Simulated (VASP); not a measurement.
The system is CdTe.

```
CELL_PARAMETERS angstrom
0.00000 3.20500 3.20500
3.20500 0.00000 3.20500
3.20500 3.20500 0.00000
ATOMIC_POSITIONS crystal
Cd 0.00000 0.00000 0.00000
Te 0.25000 0.25000 0.25000
```

* Program: VASP 6.6.1
* Task: relaxation of cell and atoms
* Functional: r2SCAN
* Potentials or basis: VASP PAW PBE potentials, release 64 (Cd, Te)
* Cutoff: 600 eV
* k mesh: 8 × 8 × 8
* Occupations: gaussian, width 0.03 eV
* Spin: no spin polarisation

At the start: pressure 3.3 GPa; volume 32.92 Å³/atom.

Task: How do energy, volume and symmetry change on relaxing?

Result: Over 3 steps the energy falls by 23.1 meV/atom and the volume is 35.30 Å³/atom (+7.2 %); space group F-43m (No. 216, to 0.05 Å).

The path:
| step | energy change (eV) | largest force (eV/Å) | pressure (GPa) | volume (Å³) |
| --- | --- | --- | --- | --- |
| 1 | 0.0000 | 0.0000 | 3.32 | 65.84 |
| 2 | -0.0398 | 0.0000 | -1.02 | 72.57 |
| 3 | -0.0462 | 0.0000 | 0.01 | 70.60 |

Final structure:
```cif
data_structure
_symmetry_space_group_name_H-M 'P 1'
_symmetry_Int_Tables_number 1
_cell_length_a 4.6392
_cell_length_b 4.6392
_cell_length_c 4.6392
_cell_angle_alpha 60.000
_cell_angle_beta 60.000
_cell_angle_gamma 60.000
_cell_volume 70.60
loop_
_atom_site_label
_atom_site_type_symbol
_atom_site_fract_x
_atom_site_fract_y
_atom_site_fract_z
_atom_site_occupancy
Cd1 Cd 0.00000 0.00000 0.00000 1
Te1 Te 0.25000 0.25000 0.25000 1
```

Caveat: the PAW data sets were made with another functional, which shifts forces and pressure a little.
